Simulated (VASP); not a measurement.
# InP (F-43m) in VASP: a series of runs, part 2 of 2

VASP 6.6.1. Earlier steps stand in the parts before.

## (3) Single point, PBE+D3(BJ)

This run uses another cell than the first one, of 25.59 Å³/atom, 1.017 times its volume.

Contents of INCAR:

```
SYSTEM = InP
PREC = Accurate ; ENCUT = 520
EDIFF = 1E-7 ; ISMEAR = -1
SIGMA = 0.05 ; LREAL = .False.
LASPH = .True. ; NELM = 80
ALGO = Normal ; ISIF = 2
LWAVE = .False. ; LCHARG = .False.
GGA = PE ; IVDW = 12
NBANDS = 16
```

Contents of KPOINTS:

```
Automatic mesh
0
Gamma
  8 8 8
  0 0 0
```

Contents of POSCAR:

```
InP
1.0
    0.0000000000      2.9467981673      2.9467981673
    2.9467981673      0.0000000000      2.9467981673
    2.9467981673      2.9467981673      0.0000000000
In P
1 1
Direct
    0.0000000000      0.0000000000      0.0000000000
    0.7500000000      0.7500000000      0.7500000000
```

Potentials or basis: VASP PAW PBE potentials, release 64 (In_d, P).

Command:

```bash
$ cat potpaw_PBE.64/In_d/POTCAR potpaw_PBE.64/P/POTCAR > POTCAR
$ mpirun -np 1 vasp_std > vasp.out
```

OUTCAR:

```text
SYSTEM = InP
   PREC = Accurate
   ENCUT = 520
   EDIFF = 1E-7
   ISMEAR = -1
   LREAL = .False.
   LASPH = .True.
   NELM = 80
   ISIF = 2
   GGA = PE
   IVDW = 12
 IVDW          = 12

 ion  position               nearest neighbor table
   1  0.000  0.000  0.000-   2 2.55   2 2.55   2 2.55   2 2.55
   2  0.750  0.750  0.750-   1 2.55   1 2.55   1 2.55   1 2.55

  LATTYP: Found a face centered cubic cell.
 ALAT       =     5.8935963346

  Lattice vectors:

 A1 = (   0.0000000000,   2.9467981673,   2.9467981673)
 A2 = (   2.9467981673,   0.0000000000,   2.9467981673)
 A3 = (   2.9467981673,   2.9467981673,   0.0000000000)

Analysis of symmetry for initial positions (statically):
=====================================================================
 Subroutine PRICEL returns:
 Original cell was already a primitive cell.

 Routine SETGRP: Setting up the symmetry group for a
 face centered cubic supercell.

 Subroutine GETGRP returns: Found 24 space group operations
 (whereof 24 operations were pure point group operations)
 out of a pool of 48 trial point group operations.

The static configuration has the point symmetry T_d .

Analysis of symmetry for dynamics (positions and initial velocities):
=====================================================================
 Subroutine PRICEL returns:
 Original cell was already a primitive cell.

 Routine SETGRP: Setting up the symmetry group for a
 face centered cubic supercell.

 Subroutine GETGRP returns: Found 24 space group operations
 (whereof 24 operations were pure point group operations)
 out of a pool of 48 trial point group operations.

The dynamic configuration has the point symmetry T_d .

 Subroutine INISYM returns: Found 24 space group operations
 (whereof 24 operations are pure point group operations),
 and found     1 'primitive' translations

----------------------------------------------------------------------------------------

[... 111 lines left out ...]
     AMIX     =   0.40;   BMIX     =  1.00
     AMIX_MAG =   1.60;   BMIX_MAG =  1.00
  volume/ion in A,a.u.               =      25.59       172.68
  Fermi-wavevector in a.u.,A,eV,Ry     =   1.155594  2.183756 18.169186  1.335397
  Thomas-Fermi vector in A             =   2.292221
   LORBIT       =      0    0 simple, 1 ext, 2 COOP (PROOUT), +10 PAW based schemes
   GGA     = PE    functional components
   LHFCALC =     F    Hartree Fock is set to
   AEXX    =    0.0000 exact exchange contribution
   IVDW    =    12    specifies the selected vdW correction
   LEPSILON=     F    determine dielectric tensor
   LRPA    =     F    only Hartree local field effects (RPA)
 non-spin polarized calculation
  energy-cutoff  :      520.00
  volume of cell :       51.18
 maximum number of plane-waves:      1411
   NGX = 15   NGY = 15   NGZ = 15

 number of electron      18.0000008 magnetization

 Free energy of the ion-electron system (eV)
  ---------------------------------------------------
  ext. energy  EPLUGINS =         0.00000000
  ---------------------------------------------------
  free energy    TOTEN  =        -8.39509674 eV

  energy without entropy =       -8.39508567  energy(sigma->0) =       -8.39509120

 E-fermi :   5.3513     XC(G=0):  -9.2090

 val. band max:        5.0089597748   @ k =   0.0000   0.0000   0.0000
 cond. band min:       5.6301338543   @ k =   0.0000   0.0000   0.0000
 fundamental gap:      0.6211740795
 Fermi energy:         5.3513023973

 k-point     1 :       0.0000    0.0000    0.0000
  band No.  band energies     occupation
      1      -9.1452      2.00000
      2      -9.1452      2.00000
      3      -9.1452      2.00000
      4      -9.0013      2.00000
      5      -9.0013      2.00000
      6      -6.3956      2.00000
[... 433 lines left out ...]
      3      -9.0804      2.00000
      4      -9.0062      2.00000
      5      -8.9889      2.00000
      6      -4.4176      2.00000
[... 8 lines left out ...]
     15      15.6733      0.00000
     16      16.2758      0.00000

 [... further k-points ...]

------------------------ aborting loop because EDIFF is reached ----------------------------------------

 Edisp (eV)   -0.61586

 E8    (eV) :    -0.2737

  FORCE on cell =-STRESS in cart. coord.  units (eV):
  Direction    XX          YY          ZZ          XY          YZ          ZX
  --------------------------------------------------------------------------------------
  -------------------------------------------------------------------------------------
  Total      -0.01663    -0.01663    -0.01663     0.00000     0.00000     0.00000
  in kB      -0.52057    -0.52057    -0.52057     0.00000     0.00000     0.00000
  external pressure =       -0.52 kB  Pullay stress =        0.00 kB

 VOLUME and BASIS-vectors are now :
 -----------------------------------------------------------------------------
  energy-cutoff  :      520.00
  volume of cell :       51.18
      direct lattice vectors                 reciprocal lattice vectors
     0.000000000  2.946798167  2.946798167    -0.169675686  0.169675686  0.169675686
     2.946798167  0.000000000  2.946798167     0.169675686 -0.169675686  0.169675686
     2.946798167  2.946798167  0.000000000     0.169675686  0.169675686 -0.169675686

 POSITION                                       TOTAL-FORCE (eV/Angst)
 -----------------------------------------------------------------------------------
      0.00000      0.00000      0.00000        -0.000000      0.000000      0.000000
      4.42020      4.42020      4.42020         0.000000     -0.000000     -0.000000
 -----------------------------------------------------------------------------------
    total drift:                                0.000000      0.000000      0.000000

  FREE ENERGIE OF THE ION-ELECTRON SYSTEM (eV)
  ---------------------------------------------------
  free  energy   TOTEN  =        -9.0109541116 eV

  energy  without entropy=       -9.0109430467  energy(sigma->0) =       -9.01094858
```

OSZICAR:

```text
N       E                     dE             d eps       ncg     rms          rms(c)
DAV:   1     0.113356714218E+03    0.11336E+03   -0.82913E+03   928   0.125E+03
DAV:   2    -0.870739671606E+00   -0.11423E+03   -0.10937E+03  1016   0.303E+02
DAV:   3    -0.859742637986E+01   -0.77267E+01   -0.76920E+01  1248   0.770E+01
DAV:   4    -0.880025084476E+01   -0.20282E+00   -0.20277E+00  1168   0.133E+01
DAV:   5    -0.881031856527E+01   -0.10068E-01   -0.10068E-01  1440   0.247E+00    0.554E+00
DAV:   6    -0.842143500828E+01    0.38888E+00   -0.62277E-01  1488   0.127E+01    0.333E+00
DAV:   7    -0.839376870823E+01    0.27666E-01   -0.15635E-01  1312   0.308E+00    0.124E+00
DAV:   8    -0.839423544194E+01   -0.46673E-03   -0.15076E-02  1160   0.143E+00    0.313E-01
DAV:   9    -0.839487012170E+01   -0.63468E-03   -0.12922E-03  1184   0.381E-01    0.154E-01
DAV:  10    -0.839501984209E+01   -0.14972E-03   -0.23597E-04  1392   0.197E-01    0.100E-01
DAV:  11    -0.839509661982E+01   -0.76778E-04   -0.11790E-04  1096   0.923E-02    0.426E-02
DAV:  12    -0.839509614264E+01    0.47718E-06   -0.75939E-06  1096   0.281E-02    0.117E-02
DAV:  13    -0.839509653814E+01   -0.39550E-06   -0.14214E-06  1184   0.588E-03    0.919E-03
DAV:  14    -0.839509671354E+01   -0.17540E-06   -0.22721E-07  1152   0.462E-03    0.173E-03
DAV:  15    -0.839509673526E+01   -0.21716E-07   -0.10596E-08   816   0.821E-04
   1 F= -.90109541E+01 E0= -.90109486E+01  d E =-.110649E-04
```

stdout:

```text
POSCAR found type information on POSCAR InP
 POSCAR found :  2 types and       2 ions
 scaLAPACK will be used
 LDA part: xc-table for (Slater+PW92), standard interpolation
 POSCAR, INCAR and KPOINTS ok, starting setup
 FFT: planning ... GRIDC
 FFT: planning ... GRID_SOFT
 FFT: planning ... GRID
 WAVECAR not read
 entering main loop
```

Run time: 23 s. Hardware: 1 thread of Intel Xeon 6975P-C, shared host; peak memory 0.19 GiB.

Results:

| Property | Result |
| --- | --- |
| Free energy | -9.0110 eV |
| Pressure | -0.1 GPa |
| Band gap on the k mesh | 0.62 eV, direct |
| Dispersion energy per atom | -0.308 eV |

Levels at points of the mesh, in eV from the valence-band top:
```csv
k point,band 5,band 6,band 7,band 8,band 9,band 10,band 11,band 12,band 13,band 14
"(0.00, 0.00, 0.00)",-14.01,-11.40,0.00,0.00,0.00,0.62,4.09,4.09,4.09,8.50
"(0.50, 0.00, 0.00)",-14.00,-9.73,-5.64,-0.95,-0.95,1.46,4.81,4.81,7.07,9.40
"(0.50, 0.50, 0.00)",-13.98,-9.10,-5.68,-2.26,-2.26,1.79,2.27,9.11,9.48,9.48
```

Caveat: spin-orbit coupling is left out, which moves the levels of the heavy elements.

## (4) Relaxation of cell and atoms, PBE+D3(BJ)

Contents of INCAR:

```
SYSTEM = InP
  PREC = Accurate
  ENCUT = 600
  EDIFF = 1E-6
  ISMEAR = -1
  SIGMA = 0.05
  LREAL = .FALSE.
  LASPH = .TRUE.
  NELM = 60
  ALGO = Normal
  ISIF = 3
  LWAVE = .FALSE.
  LCHARG = .FALSE.
  GGA = PE
  IVDW = 12
  IBRION = 2
  NSW = 60
  EDIFFG = -0.01
```

Contents of KPOINTS:

```
regular mesh
0
G
  8 8 8
  0 0 0
```

Contents of POSCAR:

```
InP
1.0
    0.0000000000      2.9305000000      2.9305000000
    2.9305000000      0.0000000000      2.9305000000
    2.9305000000      2.9305000000      0.0000000000
In P
1 1
Direct
    0.0000000000      0.0000000000      0.0000000000
    0.7500000000      0.7500000000      0.7500000000
```

Command:

```bash
$ cat potpaw_PBE.64/In_d/POTCAR potpaw_PBE.64/P/POTCAR > POTCAR
$ mpirun -np 1 vasp_std > vasp.out
```

Wall time 63 s (1 thread of Intel Xeon 6975P-C, shared host); peak memory 0.23 GiB.

The run converged. Its results:

| Property | Result |
| --- | --- |
| Free energy | -9.0110 eV |
| Relaxed volume | 25.58 Å³/atom |
| Relaxed cell | a = 4.167 Å, b = 4.167 Å, c = 4.167 Å, α = 60.00°, β = 60.00°, γ = 60.00° |
| Space group after relaxing (to 0.05 Å) | F-43m (No. 216) |
| Energy gained by relaxing | 1.4 meV/atom |
| Ionic steps | 3 |
| Pressure after relaxing | 0.0 GPa |
| Band gap on the k mesh | 0.62 eV, direct |
| Dispersion energy per atom | -0.308 eV |

Step by step:
```tsv
step	energy change (eV)	largest force (eV/Å)	pressure (GPa)	volume (Å³)
1	0.0000	0.0000	1.09	50.33
2	-0.0020	0.0000	-0.54	51.59
3	-0.0028	0.0000	0.01	51.16
```

Final structure:
```xyz
2
Lattice="0.0000 2.9464 2.9464 2.9464 0.0000 2.9464 2.9464 2.9464 0.0000" Properties=species:S:1:pos:R:3 pbc="T T T"
In    0.0000    0.0000    0.0000
P     4.4196    4.4196    4.4196
```

Levels at points of the mesh, in eV from the valence-band top:
| k point | band 7 | band 8 | band 9 | band 10 | band 11 | band 12 |
| --- | --- | --- | --- | --- | --- | --- |
| (0.00, 0.00, 0.00) | 0.00 | 0.00 | 0.00 | 0.62 | 4.09 | 4.09 |
| (0.50, 0.00, 0.00) | -5.64 | -0.95 | -0.95 | 1.46 | 4.81 | 4.81 |
| (0.50, 0.50, 0.00) | -5.68 | -2.27 | -2.27 | 1.79 | 2.27 | 9.11 |

Caveat: spin-orbit coupling is left out, which moves the levels of the heavy elements.

## (5) Single point, B3LYP

This run uses another cell than the first one, of 26.85 Å³/atom, 1.067 times its volume.

Contents of POSCAR:

```
InP
1.0
    0.0000000000      2.9942513040      2.9942513040
    2.9942513040      0.0000000000      2.9942513040
    2.9942513040      2.9942513040      0.0000000000
In P
1 1
Direct
    0.0000000000      0.0000000000      0.0000000000
    0.7500000000      0.7500000000      0.7500000000
```

Contents of INCAR.step1:

```
PREC = Accurate
ENCUT = 520
EDIFF = 1E-5
ISMEAR = -1
SIGMA = 0.05
LREAL = False
LASPH = True
NELM = 80
ALGO = Normal
ISIF = 2
LWAVE = True
LCHARG = False
GGA = PE
NBANDS = 16
```

Contents of INCAR.step2:

```
PREC = Accurate
ENCUT = 520
EDIFF = 1E-6
ISMEAR = -1
SIGMA = 0.05
LREAL = False
LASPH = True
NELM = 80
ALGO = Normal
ISIF = 2
LWAVE = False
LCHARG = False
GGA = B3
LHFCALC = True
AEXX = 0.2
AGGAX = 0.72
AGGAC = 0.81
ALDAC = 0.19
PRECFOCK = Normal
ISTART = 1
NBANDS = 16
```

Contents of KPOINTS:

```
regular mesh
0
Gamma
  4 4 4
```

Command:

```bash
$ cat potpaw_PBE.64/In_d/POTCAR potpaw_PBE.64/P/POTCAR > POTCAR
$ cp INCAR.step1 INCAR
$ mpirun -np 1 vasp_std > vasp.out
$ cp INCAR.step2 INCAR
$ mpirun -np 1 vasp_std > vasp.out
```

It took 7 min on 1 thread of Intel Xeon 6975P-C, shared host; peak memory 0.18 GiB.

Results (log left out):

| Item | Value |
| --- | --- |
| Free energy | -9.2253 eV |
| Pressure | -0.1 GPa |
| Band gap on the k mesh | 1.43 eV, direct |

Levels at points of the mesh, in eV from the valence-band top:
| k point | band 7 | band 8 | band 9 | band 10 | band 11 | band 12 |
| --- | --- | --- | --- | --- | --- | --- |
| (0.00, 0.00, 0.00) | 0.00 | 0.00 | 0.00 | 1.43 | 5.33 | 5.33 |
| (0.50, 0.00, 0.00) | -5.84 | -0.95 | -0.95 | 2.48 | 6.10 | 6.10 |
| (0.50, 0.50, 0.00) | -5.94 | -2.28 | -2.28 | 3.02 | 3.47 | 10.36 |

Caveat: the k points lie up to 0.45 Å⁻¹ apart; the PAW data sets were made with another functional, which shifts forces and pressure a little; spin-orbit coupling is left out, which moves the levels of the heavy elements.

## (6) Overview

```tsv
task	level	cell	k mesh	cutoff (eV)	smearing	grid for exact exchange (PRECFOCK)	gap on the mesh (eV)	pressure (GPa)
single point	PBE	a = 4.144 Å, angles 60.0°, 2 atoms	8 × 8 × 8	520	gaussian 0.028 eV	-	0.71	3.3
single point	PBE+D3(BJ)	a = 4.167 Å, angles 60.0°, 2 atoms	8 × 8 × 8	520	fermi-dirac 0.05 eV	-	0.62	-0.1
relaxation of cell and atoms	PBE+D3(BJ)	relaxed from a = 4.144 Å, angles 60.0°, 2 atoms	8 × 8 × 8	600	fermi-dirac 0.05 eV	-	0.62	0.0
single point	B3LYP	a = 4.235 Å, angles 60.0°, 2 atoms	4 × 4 × 4	520	fermi-dirac 0.05 eV	Normal	1.43	-0.1
```

Alike in all rows: potentials or basis VASP PAW PBE potentials, release 64 (In_d, P); no spin polarisation.

Caveats: some runs use coarse meshes; spin-orbit coupling is left out, which moves the levels of the heavy elements; the PAW data sets were made with another functional, which shifts forces and pressure a little (some runs).

Absolute energies hang on the potentials; compare differences alone.

## (7) Comparison with measurements

Step 3. A measured gap of InP is 1.4236 eV (direct; 1.6 K; a printed reference work, data compilation); the calculated 0.62 eV misses it by -0.80 eV. Spin-orbit coupling on In is left out. The value is that of PBE+D3(BJ), without temperature or zero-point motion. Semilocal functionals fall short of measured gaps as a rule.
